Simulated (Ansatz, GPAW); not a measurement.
Given: the input of a run of GPAW 26.7.0 (ASE script) on ZrC. The cell comes from a database or a generator and needn't be the stable form of this composition.

Contents of run.py:

```python
from ase import Atoms
from ase.dft.bandgap import bandgap
from ase.io import write
from ase.units import Bohr, GPa
from gpaw import GPAW, PW, setup_paths
from gpaw.elf import elf_from_dft_calculation

setup_paths.insert(0, '.')

atoms = Atoms(['Zr', 'Zr', 'C', 'C'],
              cell=[[3.3914762718, 0.0, 0.0],
                    [-1.6957381359, 2.9371046077, 0.0],
                    [0.0, 0.0, 5.290053]],
              scaled_positions=[[0.6666666667, 0.3333333333, 0.75],
                                [0.3333333333, 0.6666666667, 0.25],
                                [0.0, 0.0, 0.5],
                                [0.0, 0.0, 0.0]],
              pbc=True)

calc = GPAW(mode=PW(800),
            xc='PBEsol',
            kpts={'size': (9, 9, 5), 'gamma': True},
            occupations={'name': 'fermi-dirac', 'width': 0.05},
            nbands=31,
            convergence={'density': 1e-05, 'energy': 1e-05},
            maxiter=150,
            txt='gpaw.txt')
atoms.calc = calc
energy = atoms.get_potential_energy()
forces = atoms.get_forces()
stress = atoms.get_stress()
calc.write('gs.gpw')
write('result.traj', atoms)
print(f'Energy: {energy:.6f} eV')
print('Forces (eV/A):')
print(forces.round(4))
print('Stress (GPa):', (stress / GPa).round(3))
print('Fermi level:', round(calc.get_fermi_level(), 4), 'eV')
print(f'Gap: {bandgap(calc)[0]:.4f} eV, direct: {bandgap(calc, direct=True)[0]:.4f} eV')

# fields on the real-space grid
write('density.cube', atoms, data=calc.get_pseudo_density() * Bohr**3)
write('potential.cube', atoms, data=calc.get_electrostatic_potential())
write('elf.cube', atoms, data=elf_from_dft_calculation(calc).data)
```

Potentials or basis: PAW data sets generated in the run's folder for this functional, pw.

Launch:

```bash
$ gpaw-setup -f PBEsol C Zr
$ OMP_NUM_THREADS=1 python run.py
```

Problem. What does the same run look like in Ansatz 0.2.0? Potentials or basis there: all-electron LAPW, scalar-relativistic.

Solution. As run (cutoffs and basis follow the program's own potentials, and thresholds, step limits or extra output files can differ):

input.yaml

```yaml
crystal:
  lattice:
    - [3.3914762718, 0.0, 0.0]
    - [-1.6957381359, 2.9371046077, 0.0]
    - [0.0, 0.0, 5.290053]
  atoms:
    - { symbol: Zr, position: [0.6666666667, 0.3333333333, 0.75] }
    - { symbol: Zr, position: [0.3333333333, 0.6666666667, 0.25] }
    - { symbol: C, position: [0.0, 0.0, 0.5] }
    - { symbol: C, position: [0.0, 0.0, 0.0] }
kpoints:
  mp_grid: { grid: [9, 9, 5] }
scf:
  occupations: { method: fermi_dirac, width: 0.05 }
hamiltonian:
  xc: pbesol
  pseudopotentials: { kind: all_electron, lapw: { basis_error: 0.001 } }
output:
  forces: true
  stress: true
  eigenvalues: true
  populations: true
```

Potentials or basis: all-electron LAPW, scalar-relativistic.

Run with:

```bash
$ ansatz run input.yaml --threads 2 --pin off --max-ram 8192MiB --backend cpu --events-out ev --progress --plain --runs-dir out
```

Both were run:

|  | GPAW | Ansatz |
| --- | --- | --- |
| Pressure | -8.7 GPa | -7.8 GPa |

Where Ansatz's input types no cutoff or centring, it takes its own default and a Γ-centred mesh.

Pressure is positive in compression.
